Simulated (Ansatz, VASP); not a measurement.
**Two plane-wave programs on B**

Contents of INCAR:

```
SYSTEM = B
PREC = Accurate ; ENCUT = 520
EDIFF = 1E-7 ; ISMEAR = -1
SIGMA = 0.05 ; LREAL = .False.
LASPH = .True. ; NELM = 80
ALGO = Normal ; ISIF = 2
LWAVE = .False. ; LCHARG = .False.
GGA = PE ; NBANDS = 8
```

The input KPOINTS:

```
Automatic mesh
0
Gamma
  14 14 14
  0 0 0
```

Contents of POSCAR:

```
B
1.0
    1.8852400000      0.0000000000      0.0000000000
    0.0000000000      1.8852400000      0.0000000000
    0.0000000000      0.0000000000      1.8852400000
B
1
Direct
    0.5000000000      0.5000000000      0.5000000000
```

The input input.yaml:

```yaml
crystal:
  lattice:
    - [1.88524, 0.0, 0.0]
    - [0.0, 1.88524, 0.0]
    - [0.0, 0.0, 1.88524]
  atoms:
    - { symbol: B, position: [0.5, 0.5, 0.5] }
hamiltonian:
  xc: pbe
  pseudopotentials: { kind: paw }
kpoints:
  mp_grid: { grid: [14, 14, 14] }
scf:
  occupations: { method: fermi_dirac, width: 0.05 }
output:
  forces: true
  stress: true
  eigenvalues: true
```

The cell was built by a generator and needn't be a form met in nature.

Alike in both runs: task single point; functional PBE; k mesh 14 × 14 × 14; occupations fermi-dirac, width 0.05 eV; no spin polarisation.

|  | VASP | Ansatz |
| --- | --- | --- |
| version | VASP 6.6.1 | Ansatz 0.2.0 |
| potentials or method | VASP PAW PBE potentials, release 64 (B) | Ansatz PAW |
| plane-wave cutoff (eV) | 520 | 420 |
| valence electrons in the cell | 3 | 3 |

Ansatz gave:

- gap on the k mesh at the Fermi level (eV): none
- pressure (GPa): 0.3

Problem. Which values does VASP return?

Solution. gap on the k mesh at the Fermi level (eV): none; pressure (GPa): 0.4.

A gap of «none» marks a metal or a gap that the smearing closes.
